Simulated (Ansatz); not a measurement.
# BN: energy against volume in PBE, exact exchange and the RPA

How do exact exchange and RPA correlation set the lattice of the published phase of BN (F-43m)? The cell is scaled at fixed shape.

Code: Ansatz 0.2.0. PBE orbitals, norm-conserving pseudopotentials, plane waves. Computed at 0 K without zero-point motion; spin polarisation is off.

### 1 The structure to begin with

The cell was relaxed beforehand with r2SCAN; volume changes: +0 %, -5 %, +5 %, -10 %, +10 %.

It is cubic, F-43m (No. 216); conventional cell a = 3.610 Å, 5.88 Å³ an atom. Near B stand 4 N at 1.56 Å; near N stand 4 B at 1.56 Å.

Structure file:

```xyz
2
Lattice="0.0000 1.8048 1.8048 1.8048 0.0000 1.8048 1.8048 1.8048 0.0000" Properties=species:S:1:pos:R:3 pbc="T T T"
B     0.0000    0.0000    0.0000
N     0.9024    0.9024    0.9024
```

### 2 The unscaled cell

File input.yaml:

```yaml
crystal:
  lattice:
    - [0.0, 1.8048245478, 1.8048245478]
    - [1.8048245478, 0.0, 1.8048245478]
    - [1.8048245478, 1.8048245478, 0.0]
  atoms:
    - { symbol: B, position: [0.0, 0.0, 0.0] }
    - { symbol: "N", position: [0.25, 0.25, 0.25] }
kpoints:
  mp_grid: { grid: [8, 8, 8] }
hamiltonian:
  xc: pbe
  pseudopotentials: { kind: nc }
scf:
  occupations: { method: fixed }
output:
  rpa_energy:
    ecut_chi_ladder: [317, 355, 394, 437, 480]
    long_wavelength: optical_limit
basis:
  ecutwfc: 1240.0
```

Further steps of the session: Volume -5 %; Volume +5 %; Volume -10 %; Volume +10 %.

Before running it: what results should come out?

The runs gave:

Energies in meV/atom from the unscaled cell:

```
volume (Å³/atom)    PBE  exact exchange  EXX+RPA  RPA correlation
           5.291  102.0            64.9     93.7             28.7
           5.585   28.3             8.4     24.2             15.9
           5.879    0.0             0.0      0.0              0.0
           6.173    7.6            30.0     12.0            -18.0
           6.467   43.6            90.5     52.1            -38.4
```

| energy | V₀ (Å³/atom) | B₀ (GPa) | B₀′ |
| --- | --- | --- | --- |
| PBE | 5.955 | 372 | 3.7 |
| exact exchange | 5.788 | 440 | 3.5 |
| EXX+RPA | 5.919 | 379 | 3.7 |

Birch–Murnaghan fits.

What this shows: RPA correlation grows weaker on compression, so it pulls the cell out against exact exchange alone. The log puts the extrapolation error of each correlation energy at up to 0 meV/atom, against 94 meV/atom for the whole EXX+RPA curve; part of it cancels between volumes. EXX+RPA puts the volume -0.6 % from PBE and the bulk modulus +2 %. The 8×8×8 mesh and the pseudopotentials limit these values, and the core-valence term stays semilocal.
